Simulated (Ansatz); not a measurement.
# NaH: the cost of one run

Method: DFT PBE, scalar-relativistic, plane waves, PAW, in Ansatz 0.2.0.

## Step 1: The structure to begin with

Symmetry: Cm, No. 8, monoclinic system. The conventional cell has a = 5.981 Å, b = 3.426 Å, c = 3.451 Å, α = 90.00°, β = 124.77°, γ = 90.00°. Na (site symmetry m) has 1 H at 1.92 Å as nearest neighbours. H (site symmetry m) is surrounded by 1 Na at 1.92 Å.

As a file:

```cif
data_structure
_symmetry_space_group_name_H-M 'Cm'
_symmetry_Int_Tables_number 8
_cell_length_a 5.9814
_cell_length_b 3.4264
_cell_length_c 3.4513
_cell_angle_alpha 90.000
_cell_angle_beta 124.770
_cell_angle_gamma 90.000
_cell_volume 58.10
loop_
_atom_site_label
_atom_site_type_symbol
_atom_site_symmetry_multiplicity
_atom_site_Wyckoff_symbol
_atom_site_fract_x
_atom_site_fract_y
_atom_site_fract_z
_atom_site_occupancy
Na1 Na 2 a 0.94040 0.00000 0.00187 1
H1 H 2 a 0.55960 0.00000 0.49813 1
```

The guess is a distorted database cell: NaH type (Fm-3m) distorted into a subgroup (Cm, No. 8).

## Step 2: A first look at the guess

input.yaml reads:

```yaml
crystal:
  lattice:
    - [2.99069019, -1.71320257, 0.0]
    - [2.99069019, 1.71320257, 0.0]
    - [-1.96821243, 0.0, 2.83505245]
  atoms:
    - { symbol: Na, position: [0.94039517, 0.94039517, 0.00186631] }
    - { symbol: H, position: [0.55960483, 0.55960483, 0.49813369] }
basis:
  ecutwfc: 420
kpoints:
  mp_grid: { grid: [6, 6, 6] }
hamiltonian:
  xc: pbe
scf:
  occupations: { method: gaussian, width: 0.1 }
  lower_state_search: "off"
output:
  forces: true
  stress: true
  eigenvalues: true
```

The run is started by

```console
$ ansatz run input.yaml --threads 1 --pin off --max-ram 2560MiB --backend cpu --events-out ev --progress --plain --runs-dir out
```

Q: Estimate wall time and peak memory on 1 thread of Intel Xeon Platinum 8259CL at 2.50GHz (Skylake/Cascade Lake), shared host.

About 2.4 s, with a peak of 0.34 GiB.
